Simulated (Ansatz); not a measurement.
# SnO (Pmn2_1) in Ansatz: band structure with PBEsol

Aim: the band structure of SnO with PBEsol.

Everything below comes from runs of Ansatz 0.2.0. Logs are shortened: lines on timing, memory, paths and dates and some standing lists are left out, and cuts for length are marked.

## Step 1: The crystal as given

The structure is orthorhombic, space group Pmn2_1 (No. 31). Conventional cell: a = 3.355 Å, b = 5.674 Å, c = 4.222 Å, α = 90.00°, β = 90.00°, γ = 90.00°. Sn (site symmetry m) has 3 O at 2.15 to 2.16 Å as nearest neighbours. Around O (site symmetry m) lie 3 Sn at 2.15 to 2.16 Å.

The cell comes from a database or a generator and needn't be the stable form of this composition.

## Step 2: Band structure, PBEsol

Contents of input.yaml:

```yaml
crystal:
  lattice:
    - [3.355005, 0.0, 0.0]
    - [0.0, 5.674104, 0.0]
    - [0.0, 0.0, 4.22197]
  atoms:
    - { symbol: Sn, position: [0.5, 0.768091, 0.013144] }
    - { symbol: Sn, position: [0.0, 0.231909, 0.513144] }
    - { symbol: O, position: [0.5, 0.10875, 0.236857] }
    - { symbol: O, position: [0.0, 0.89125, 0.736857] }
hamiltonian:
  xc: pbesol
  pseudopotentials: { kind: paw }
kpoints:
  mp_grid: { grid: [8, 5, 6] }
  band_path:
    path:
      - [[0.0, 0.0, 0.0], [-0.5, 0.0, 0.0], [-0.5, 0.0, -0.5], [0.0, 0.0, -0.5], [0.0, 0.0, 0.0], [0.0, -0.5, 0.0], [-0.5, -0.5, 0.0], [-0.5, -0.5, -0.5], [0.0, -0.5, -0.5], [0.0, -0.5, 0.0]]
      - [[0.0, 0.0, -0.5], [0.0, -0.5, -0.5]]
      - [[-0.5, -0.5, 0.0], [-0.5, 0.0, 0.0]]
      - [[-0.5, 0.0, -0.5], [-0.5, -0.5, -0.5]]
    npoints: 14
scf:
  occupations: { method: fermi_dirac, width: 0.05 }
  n_extra_bands: 10
output:
  forces: true
  stress: true
  eigenvalues: true
  fatbands: true
```

Potentials or basis: Ansatz PAW.

On the command line:

```bash
$ ansatz run input.yaml --threads 2 --pin off --max-ram 5632MiB --backend cpu --events-out ev --progress --plain --runs-dir out
```

The log of the run:

```text
Warning: RAYON_NUM_THREADS=2 ignored (pool sized by the plan → 2); use --threads N
scf.n_extra_bands = 10 over 20 filled bands (N_el = 40.0): the run solves 30 bands
Engine: ansatz 0.2.0, x86_64-unknown-linux-gnu
Pseudopotentials: kind: paw
Pseudopotential: Sn, paw, valence charge 14, recommended cutoff 420 eV (normal), Sn.paw.azcp
Pseudopotential: O, paw, valence charge 6, recommended cutoff 420 eV (normal), O.paw.azcp
Functional definition: PBEsol
  exchange = pbesol_x
  correlation = pbesol_c
Crystal: 4 atoms, lattice volume = 80.372 Å³
Basis set: ecut = 420 eV, 1551 PW (Γ), exchange–correlation on 48×80×60 points (8 copies of the dense FFT grid, shifted against one another)
Bands: 30, of which v1, the nominal top of the filled ones, is band 20 counted from 1 (19 counted from 0)
Symmetry: 4 space group operations
Space group: Pmn21 (ITA 31), of the structure as read, at distance tolerance 4.3e-5 Å
k-points: 60 of 240 (time reversal used)
Non-local potential: Sn, projectors of the file, l = 0: 2, l = 1: 2, l = 2: 2, l = 3: 2
Non-local potential: O, projectors of the file, l = 0: 2, l = 1: 2, l = 2: 1
PAW form: soft (Blöchl's): semilocal exchange-correlation on the pseudo side does not see the compensation charge
PAW frozen core: Sn, regenerated for the run's functional, and the local potential with it (the file was generated under x = pbe(κ = 0.804, μ = 0.2195149727645171), c = pbe(β = 0.06672455060314922))
PAW frozen core: O, regenerated for the run's functional, and the local potential with it (the file was generated under x = pbe(κ = 0.804, μ = 0.2195149727645171), c = pbe(β = 0.06672455060314922))
PAW one-centre angular grid: Sn, 590 points (default); XC on 64 Gauss nodes
PAW one-centre angular grid: O, 110 points (default); XC on 64 Gauss nodes
Initial density: superposition of atomic densities (neutral atoms: chi_scale 0, normalization atom), corrected by the library's trained network
Initial wavefunctions: pseudopotential atomic-orbital guess
Functional: x = pbesol(κ = 0.804, μ = 0.12345679012345678), c = pbesol(β = 0.046)
SCF iter   1: F=—  HF=-13021.033455 eV  |F-HF|=—  |Δ(HF+E_count)|=         —  Δρ=1.39e-2  dr2=1.50e-1  ethr=1.77e-3  ⟨swp⟩=6.5  Hψ=8794  notcnv=0  defer=45
preconditioner: auto → Resta (q_TF=auto, 2.429 Å⁻¹)  ε∞=2.6  [insulator: Δε(μ)=1.335 eV  Ē_g=20.705 eV  σ=0.050 eV  W_gap=1.00  n_scr=20 (ndim 8)  ℏωp=26.2 eV  f_vac=0.008  D(μ)=0.00/eV (n_scr^D=0)  ε∞_Penn≈2.6]
SCF iter   2: F=—  HF=-13021.006992 eV  |F-HF|=—  |Δ(HF+E_count)|=   2.65e-2  Δρ=5.27e-3  dr2=2.62e-2  ethr=3.74e-4  ⟨swp⟩=2.0  Hψ=2635  notcnv=0  defer=240
SCF iter   3: F=—  HF=-13021.002018 eV  |F-HF|=—  |Δ(HF+E_count)|=   4.97e-3  Δρ=7.46e-4  dr2=4.47e-4  ethr=6.56e-5  ⟨swp⟩=2.0  Hψ=2258  notcnv=0  defer=244
SCF iter   4: F=—  HF=-13021.001959 eV  |F-HF|=—  |Δ(HF+E_count)|=   5.95e-5  Δρ=1.08e-4  dr2=8.14e-6  ethr=1.12e-6  ⟨swp⟩=2.0  Hψ=2041  notcnv=0  defer=244
SCF iter   5: F=—  HF=-13021.001940 eV  |F-HF|=—  |Δ(HF+E_count)|=   1.89e-5  Δρ=2.59e-5  dr2=3.14e-7  ethr=2.03e-8  ⟨swp⟩=2.0  Hψ=2755  notcnv=0  defer=244
SCF iter   6: F=-13021.001940 eV  HF=-13021.001940 eV  |F-HF|=5.88e-9  |Δ(HF+E_count)|=   1.16e-7  Δρ=6.46e-6  dr2=3.18e-8  ethr=2.50e-10  ⟨swp⟩=9.5  Hψ=9834  notcnv=0
SCF 1 converged in 6 iterations: F = -13021.001940 eV  dr2 = 3.18e-8
NSCF: frozen V_eff on 172 k-points
SCF converged after 6 iterations
Free energy (F): -13021.001940 eV
Harris-Foulkes:  -13021.001940 eV  (|F-HF|=5.88e-9)
Internal energy: -13021.001940 eV  (E = F + TS)
E sigma→0 (E₀):  -13021.001940 eV
Entropy (-TS):   -0.000000 eV (-0.000 meV/atom)
Fermi energy:    7.860931 eV
--- Per-component energies (eV) ---
  E_band       = -259.040447
  E_kinetic    = 719.544565
  E_local      = -3020.939480  (includes V_loc(G=0)·N_el)
  E_nonlocal   = 35.902830
  E_hartree    = 1581.938967
  E_xc         = -902.890088
  E_vxc        = -378.821959  (∫ρ·V_xc dr)
  E_paw        = -8433.571617  (= ΣΔE_a)
  E_vpaw       = -778.603500  (= ΣTr[D̂ρ^β])
  E_aug_tail   = 0.004801  (compensation charges beyond the density's cutoff)
  E_ewald      = -3001.632174
  E_core_change = 0.640255  (= ΣΔE_core)
  E_smearing   = -0.000000  (= −TS)
  E_closure    = 0.000000  (closes the sum)
  Σ components = -13021.001940   (vs F -13021.001940, Δ=0.00e0)
--- Forces (eV/Å), atoms counted from 1 ---
  atom   1  Sn     0.00000000     0.40787565    -0.12495351
  atom   2  Sn     0.00000000    -0.40787565    -0.12495351
  atom   3  O     -0.00000000    -0.11819259     0.12499711
  atom   4  O      0.00000000     0.11819259     0.12499711
  max |Σ_I F_I| component: 8.72e-5 eV/Å
--- Stress (GPa, compression-positive) ---
       -3.724863       0.000000       0.000000
        0.000000      -2.807658       0.000000
        0.000000       0.000000      -2.684765
  P = ⅓ Tr σ = -3.0724 GPa (-30.724 kbar)
--- Band table (eV; the first three rows and the last of 60) ---
  k-point 0: bands = ["-13.9886", "-13.6670", "-13.5760", "-13.5546", "-13.5270", "-13.4906", "-13.4734", "-13.4637", "-13.4241", "-13.4169", "-11.5145", "-9.7835", "-0.3615", "1.3560", "2.9295", "3.3447", "3.6674", "4.5343", "5.1199", "7.1514", "9.7761", "10.2801", "12.9835", "13.0312", "15.1581", "15.1699", "15.8195", "16.3923", "16.6807", "18.3276"]
  k-point 1: bands = ["-13.9724", "-13.6909", "-13.5710", "-13.5542", "-13.5307", "-13.5050", "-13.4697", "-13.4597", "-13.4287", "-13.4195", "-11.3881", "-9.8944", "-0.3153", "1.2493", "2.8584", "3.4310", "3.8007", "4.4655", "5.3267", "6.6923", "9.7230", "10.3591", "12.2209", "13.0471", "15.1193", "15.1586", "16.2931", "17.0885", "17.7461", "18.5744"]
  k-point 2: bands = ["-13.9245", "-13.7608", "-13.5590", "-13.5521", "-13.5390", "-13.5280", "-13.4599", "-13.4497", "-13.4370", "-13.4270", "-11.0567", "-10.1996", "-0.1266", "0.8153", "3.1128", "3.6644", "4.0225", "4.2666", "5.5395", "5.8205", "9.6708", "10.1819", "11.7860", "12.9099", "15.0559", "15.1351", "17.0096", "18.5949", "19.3324", "19.3631"]
  k-point 59: bands = ["-13.9619", "-13.9619", "-13.5601", "-13.5601", "-13.4853", "-13.4853", "-13.4789", "-13.4789", "-13.4015", "-13.4015", "-10.0310", "-10.0310", "-0.0977", "-0.0977", "2.9633", "2.9633", "3.7583", "3.7583", "6.6632", "6.6632", "9.4656", "9.4656", "11.4044", "11.4044", "13.2150", "13.2150", "17.1268", "17.1268", "18.5334", "18.5334"]
```

bands.tsv:

```text
# k_distance	band_0	band_1	band_2	band_3	band_4	band_5	band_6	band_7	band_8	band_9	band_10	band_11	band_12	band_13	band_14	band_15	band_16	band_17	band_18	band_19	band_20	band_21	band_22	band_23	band_24	band_25	band_26	band_27	band_28	band_29
[... 196 lines left out ...]
8.897123	-21.822092	-21.822092	-21.420500	-21.420500	-21.347136	-21.347136	-21.340087	-21.340087	-21.262709	-21.262709	-17.891651	-17.891651	-7.957144	-7.957144	-4.905548	-4.905548	-4.126276	-4.126276	-1.146347	-1.146347	1.666031	1.666031	3.425045	3.425045	5.355806	5.355806	9.674895	9.674895	10.266516	10.266516
8.936671	-21.821980	-21.821980	-21.420415	-21.420415	-21.347271	-21.347271	-21.340118	-21.340118	-21.262745	-21.262745	-17.891603	-17.891603	-7.956867	-7.956867	-4.906616	-4.906616	-4.129825	-4.129825	-1.138603	-1.138603	1.676552	1.676552	3.405452	3.405452	5.356839	5.356839	9.831624	9.831624	10.105071	10.105071
```

It took 8.9 s on 2 threads of Intel Xeon 6975P-C (Granite Rapids), shared host; peak memory 0.48 GiB.

Results:

* Free energy: -13021.0019 eV
* Pressure: -3.1 GPa
* Largest force: 0.427 eV/Å
* Band gap on the k mesh: 1.43 eV, indirect (least direct gap 2.02 eV)
* Band gap along the path: 1.30 eV, indirect (least direct gap 1.93 eV)

Forces in eV/Å, atoms in the order of the input:
```
Sn   0.000  0.408 -0.125
Sn   0.000 -0.408 -0.125
O    0.000 -0.118  0.125
O    0.000  0.118  0.125
```

Levels at the corners of the path, in eV from the valence-band top:
| point | band 16 | band 17 | band 18 | band 19 | band 20 | band 21 | band 22 | band 23 | band 24 | band 25 |
| --- | --- | --- | --- | --- | --- | --- | --- | --- | --- | --- |
| Γ | -3.81 | -3.48 | -2.62 | -2.03 | 0.00 | 2.62 | 3.13 | 5.83 | 5.88 | 8.01 |
| X | -4.46 | -2.57 | -2.57 | -1.25 | -1.25 | 2.54 | 2.54 | 5.50 | 5.50 | 6.54 |
| S | -4.06 | -3.14 | -3.14 | -1.08 | -1.08 | 2.06 | 2.06 | 4.57 | 4.57 | 6.84 |
| Y | -3.42 | -3.18 | -3.18 | -1.66 | -1.66 | 2.63 | 2.63 | 5.18 | 5.18 | 7.92 |
| Γ | -3.81 | -3.48 | -2.62 | -2.03 | 0.00 | 2.62 | 3.13 | 5.83 | 5.88 | 8.01 |
| Z | -4.06 | -3.77 | -2.64 | -1.58 | -1.37 | 3.29 | 3.88 | 4.80 | 5.01 | 6.87 |
| U | -4.32 | -2.64 | -2.64 | -0.91 | -0.91 | 1.84 | 1.84 | 6.24 | 6.24 | 7.10 |
| R | -4.20 | -3.42 | -3.42 | -0.43 | -0.43 | 2.39 | 2.39 | 4.11 | 4.11 | 6.07 |
| T | -3.17 | -2.91 | -2.91 | -1.50 | -1.50 | 1.88 | 1.88 | 5.95 | 5.95 | 7.81 |
| Z | -4.06 | -3.77 | -2.64 | -1.58 | -1.37 | 3.29 | 3.88 | 4.80 | 5.01 | 6.87 |
| Y | -3.42 | -3.18 | -3.18 | -1.66 | -1.66 | 2.63 | 2.63 | 5.18 | 5.18 | 7.92 |
| T | -3.17 | -2.91 | -2.91 | -1.50 | -1.50 | 1.88 | 1.88 | 5.95 | 5.95 | 7.81 |
| U | -4.32 | -2.64 | -2.64 | -0.91 | -0.91 | 1.84 | 1.84 | 6.24 | 6.24 | 7.10 |
| X | -4.46 | -2.57 | -2.57 | -1.25 | -1.25 | 2.54 | 2.54 | 5.50 | 5.50 | 6.54 |
| S | -4.06 | -3.14 | -3.14 | -1.08 | -1.08 | 2.06 | 2.06 | 4.57 | 4.57 | 6.84 |
| R | -4.20 | -3.42 | -3.42 | -0.43 | -0.43 | 2.39 | 2.39 | 4.11 | 4.11 | 6.07 |

Caveat: the k mesh misses the band edges, so the gap on the mesh is wider than the one along the path; the pressure holds a Pulay correction of +0.4 GPa for the finite cutoff; spin-orbit coupling is left out, which moves the levels of the heavy elements; the PAW data sets come from PBE, with cores solved anew for the run's functional, which leaves a small shift of forces and pressure. PBEsol gaps usually lie below the measured ones, often by a third to a half.

## Step 3: The reference run

An earlier run on the cell as given: functional PBEsol; potentials or basis Ansatz PAW; cutoff 420 eV (not typed: the program's choice for these potentials); k mesh 8 × 5 × 6; occupations fermi-dirac, width 0.05 eV; no spin polarisation.

* Pressure: -3.1 GPa
* Largest force: 0.427 eV/Å
* Band gap on the k mesh: 1.43 eV, indirect (least direct gap 2.02 eV)
